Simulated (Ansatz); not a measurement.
Crystal: Fe.

```
Fe
1.0
     0.00000    1.94174    1.96511
     1.49844    0.00000    1.96511
     1.49844    1.94174    0.00000
Fe
1
Direct
  0.00000 0.00000 0.00000
```

```yaml
Program: Ansatz 0.2.0
Task: relaxation of cell and atoms
Functional: BLYP
Potentials_or_basis: Ansatz PAW
Cutoff: "420 eV (not typed: the program's choice for these potentials)"
k_mesh: 13 × 13 × 13
Occupations: fermi-dirac, width 0.05 eV
Spin: collinear spin, ferromagnetic start
Starting_moments: "[3.0] μB"
```

At the start: volume 11.44 Å³/atom.

Problem. Where does the relaxation end?

Solution. It ends after 9 steps and the volume is 11.81 Å³/atom (+3.3 %); space group Im-3m (No. 229, to 0.05 Å); moment 2.16 μB per cell.

Step by step:
```tsv
step	energy change (eV)	largest force (eV/Å)	volume (Å³)
1	0.0000	0.0000	11.44
2	-0.0177	0.0000	11.68
3	-0.0237	0.0000	11.79
4	-0.0237	0.0000	11.80
5	-0.0238	0.0000	11.80
6	-0.0238	0.0000	11.80
7	-0.0246	0.0000	11.80
8	-0.0247	0.0000	11.81
9	-0.0247	0.0000	11.81
```

Final structure:
```cif
data_structure
_symmetry_space_group_name_H-M 'P 1'
_symmetry_Int_Tables_number 1
_cell_length_a 2.8690
_cell_length_b 2.4849
_cell_length_c 2.4848
_cell_angle_alpha 70.520
_cell_angle_beta 54.742
_cell_angle_gamma 54.738
_cell_volume 11.81
loop_
_atom_site_label
_atom_site_type_symbol
_atom_site_fract_x
_atom_site_fract_y
_atom_site_fract_z
_atom_site_occupancy
Fe1 Fe 0.00000 0.00000 0.00000 1
```

Caveat: the plane-wave basis is chosen anew once the cell has moved, so the energies of steps on either side of that aren't comparable; the PAW data sets come from PBE, with cores solved anew for the run's functional, which leaves a small shift of forces and pressure.
